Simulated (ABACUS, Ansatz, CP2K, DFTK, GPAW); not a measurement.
Cost and result for the equilibrium volume of W

```
W
1.0
    -1.58234    1.58234    1.58234
     1.58234   -1.58234    1.58234
     1.58234    1.58234   -1.58234
W
1
Direct
  0.00000 0.00000 0.00000
```

| rung | level | program and potentials | cutoff (eV) | k mesh | smearing | task | core time | chip | equilibrium volume (Å³/atom) | miss | notes |
| --- | --- | --- | --- | --- | --- | --- | --- | --- | --- | --- | --- |
| GGA | PBEsol | ABACUS, PseudoDojo NC SR 0.5 PBE standard, plane waves | 1007 | 10 × 10 × 10 | fermi-dirac 0.05 | relaxation of cell and atoms | 14 s | AMD EPYC 9R45 Zen 5 | 15.75 | -0.3 % | potentials made for PBE; 14 valence electrons an atom on average |
| GGA + dispersion | PBE+D3(BJ) | Ansatz, all-electron LAPW, scalar-relativistic | - | 12 × 12 × 12 | fermi-dirac 0.05 | relaxation of cell and atoms | 28 s | Arm Neoverse V1 | 15.78 | -0.1 % | - |
| GGA | B88-PBE | Ansatz, all-electron LAPW, scalar-relativistic | - | 12 × 12 × 12 | cold 0.01 | equation of state | 28 s | Intel Xeon 6975P-C Granite Rapids | 16.13 | +2.1 % | - |
| LDA | LDA | Ansatz, all-electron LAPW, scalar-relativistic | - | 12 × 12 × 12 | fermi-dirac 0.05 | relaxation of cell and atoms | 32 s | Arm Neoverse V1 | 15.40 | -2.5 % | - |
| GGA | HCTH407 | ABACUS, PseudoDojo NC SR 0.5 PBE standard, plane waves | 1007 | 10 × 10 × 10 | fermi-dirac 0.05 | relaxation of cell and atoms | 34 s | Intel Xeon Platinum 8488C Sapphire Rapids | 15.52 | -1.8 % | potentials made for PBE; 14 valence electrons an atom on average |
| GGA + dispersion | RPBE+D3(zero damping) | GPAW, the program's PAW data sets (release 1.2.1) made for this functional | 600 | 12 × 12 × 12 | fermi-dirac 0.05 | equation of state | 50 s | Intel Xeon Platinum 8488C Sapphire Rapids | 15.78 | -0.1 % | - |
| GGA | PBEsol | GPAW, PAW data sets generated for this functional | 600 | 12 × 12 × 12 | fermi-dirac 0.05 | equation of state | 53 s | Intel Xeon Platinum 8488C Sapphire Rapids | 15.68 | -0.8 % | - |
| GGA | AM05 | ABACUS, SG15 ONCV 1.2 PBE, plane waves | 1007 | 10 × 10 × 10 | fermi-dirac 0.05 | relaxation of cell and atoms | 88 s | Intel Xeon Platinum 8488C Sapphire Rapids | 15.58 | -1.4 % | potentials made for PBE; 28 valence electrons an atom on average |
| GGA | PBEsol | DFTK, SG15 1.2 (PBE) | 952 | 8 × 8 × 8 | fermi-dirac 0.05 | equation of state | 4.5 min | AMD EPYC 9R14 Zen 4 | (a) | ? | potentials made for PBE |
| GGA | PBE | DFTK, PseudoDojo SR PBE 0.4.1 standard (PBE) | 1007 | 12 × 12 × 12 | fermi-dirac 0.05 | equation of state | 6.8 min | Intel Xeon Platinum 8375C Ice Lake | (b) | ? | - |
| GGA | RPBE | ABACUS, SSSP 1.3 efficiency PBE, plane waves | 748 | 10 × 10 × 10 | fermi-dirac 0.05 | relaxation of cell and atoms | 8.6 min | Intel Xeon Platinum 8259CL Skylake/Cascade Lake | (c) | ? | potentials made for PBE; 14 valence electrons an atom on average |
| GGA | PBE | CP2K, POTENTIAL_UZH W GTH-PBE-q14; TZVP-MOLOPT-PBE-GTH basis | - | 12 × 12 × 12 | fermi-dirac 0.05 | equation of state | 12 min | Arm Neoverse V1 | 16.03 | +1.5 % | atomic basis |

Times are single runs on shared hosts and different chips, so they are rough; meshes, cutoffs and the tasks' sizes weigh on the time. All rows: no spin polarisation. Smearing widths are in eV. For a metal such meshes aren't converged. Meshes differ between rows, which moves values too. Meshes are those of the run's cell of 1 atom unless a note names another. Relaxations start from the cell shown or near it and stop with a little pressure left. Misses use the values as printed. Runs on faulty files, with rough fits or with known faults for this quantity aren't shown. No row holds spin-orbit coupling.

Measured: 15.8 Å³/atom (arxiv:2311.02034). The runs are for a static lattice.

**Question.** Estimate the values left out from the other rows.

**Answer.** (a) 15.64 Å³/atom, miss -1.0 %; (b) 16.15 Å³/atom, miss +2.2 %; (c) 16.33 Å³/atom, miss +3.4 %.
